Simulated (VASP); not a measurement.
## LiHF2: relaxation of cell and atoms with rev-vdW-DF2

The system is LiHF2.

```
F Li H
1.0
     1.46698    0.84696    4.36669
    -1.46698    0.84696    4.36669
     0.00000   -1.69393    4.36669
F Li H
2 1 1
Cartesian
  0.0000 0.0000 7.6858
  0.0000 0.0000 5.4143
  0.0000 0.0000 0.0000
  0.0000 0.0000 6.5500
```

The cell comes from a database or a generator and needn't be the stable form of this composition.

* Program: VASP 6.6.1
* Task: relaxation of cell and atoms
* Functional: rev-vdW-DF2
* Potentials or basis: VASP PAW PBE potentials, release 64 (F, Li_sv, H)
* Cutoff: 600 eV
* k mesh: 11 × 11 × 11
* Occupations: fermi-dirac, width 0.05 eV
* Spin: no spin polarisation
* Optimiser: vasp
* Further INCAR settings: ALGO = Normal; EDIFF = 1.00e-06; IBRION = 2; EDIFFG = -1.00e-02; NSW = 40; ISIF = 3

The relaxed volume is 8.49 Å³/atom. The relaxed cell is a = 4.738 Å, b = 4.738 Å, c = 4.738 Å, α = 36.67°, β = 36.67°, γ = 36.67°. The space group after relaxing (to 0.05 Å) is R-3m (No. 166) and the energy gained by relaxing is 2.9 meV/atom. The ionic steps are 7, the pressure after relaxing is 0.0 GPa and the largest force after relaxing is 0.003 eV/Å. The band gap on the k mesh is 8.13 eV, indirect (least direct gap 8.32 eV).

Forces in eV/Å, atoms in the order of the input:
```
F    0.000  0.000  0.003
F    0.000  0.000 -0.003
Li   0.000  0.000  0.000
H    0.000  0.000  0.000
```

The path:
```csv
step,energy change (eV),largest force (eV/Å),pressure (GPa),volume (Å³)
1,0.0000,0.1885,2.92,32.55
2,-0.0044,0.3677,0.09,33.26
3,-0.0061,0.1813,1.10,33.01
4,-0.0099,0.0701,0.50,33.45
5,-0.0110,0.0235,0.06,33.84
6,-0.0112,0.0182,0.05,33.87
7,-0.0115,0.0035,-0.01,33.98
```

Final structure:
```cif
data_structure
_symmetry_space_group_name_H-M 'P 1'
_symmetry_Int_Tables_number 1
_cell_length_a 4.7381
_cell_length_b 4.7381
_cell_length_c 4.7381
_cell_angle_alpha 36.673
_cell_angle_beta 36.673
_cell_angle_gamma 36.673
_cell_volume 33.98
loop_
_atom_site_label
_atom_site_type_symbol
_atom_site_fract_x
_atom_site_fract_y
_atom_site_fract_z
_atom_site_occupancy
F1 F 0.58665 0.58665 0.58665 1
F2 F 0.41335 0.41335 0.41335 1
Li1 Li 0.00000 0.00000 0.00000 1
H1 H 0.50000 0.50000 0.50000 1
```

Levels at points of the mesh, in eV from the valence-band top:
```
           k point  band 5  band 6  band 7  band 8  band 9  band 10  band 11  band 12  band 13
(0.00, 0.00, 0.00)   -0.39   -0.39   -0.28   -0.19   -0.19     8.13    12.92    16.80    18.20
```

Run time: 8.3 min on 1 thread of Intel(R) Xeon(R) 6975P-C (Granite Rapids), on a shared host, peak memory 0.62 GiB.

Caveat: the cutoff is under 1.25 times the usual one of these potentials, so pressure, stress and relaxed cells hold a basis-set (Pulay) error; the PAW data sets were made with another functional, which shifts forces and pressure a little; an odd mesh through Γ misses points on the zone boundary, where band edges often lie.
